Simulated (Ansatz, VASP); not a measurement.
**Ge3Se4: VASP beside Ansatz**

```
Ge Se
1.0
     5.61166    0.00000    0.00000
     0.00000    5.61166    0.00000
     0.00000    0.00000    5.61166
Ge Se
3 4
Direct
  0.00000 0.50000 0.50000
  0.50000 0.00000 0.50000
  0.50000 0.50000 0.00000
  0.50000 0.00000 0.00000
  0.00000 0.50000 0.00000
  0.00000 0.00000 0.50000
  0.00000 0.00000 0.00000
```

Alike in both runs: task relaxation of cell and atoms; functional PBE; k mesh 8 × 8 × 8; occupations gaussian, width 0.1 eV; no spin polarisation.

|  | VASP | Ansatz |
| --- | --- | --- |
| version | VASP 6.6.1 | Ansatz 0.2.0 |
| potentials or method | VASP PAW PBE potentials, release 64 (Ge_d, Se) | scalar-relativistic, plane waves, PAW |
| plane-wave cutoff (eV) | 600 | 420 |
| valence electrons in the cell | 66 | 106 |

VASP gave:

```
gap on the k mesh at the Fermi level, each at its own relaxed structure (eV) : none
relaxed volume (Å³/atom)                                                     : 25.19
relaxed cell length with the largest relative difference (Å)                 : 5.608
```

Which values does Ansatz return?

gap on the k mesh at the Fermi level, each at its own relaxed structure (eV): none; relaxed volume (Å³/atom): 25.18; relaxed cell length with the largest relative difference (Å): 5.607.

A gap of «none» marks a metal or a gap that the smearing closes. The two sets of potentials don't hold the same shells in valence.
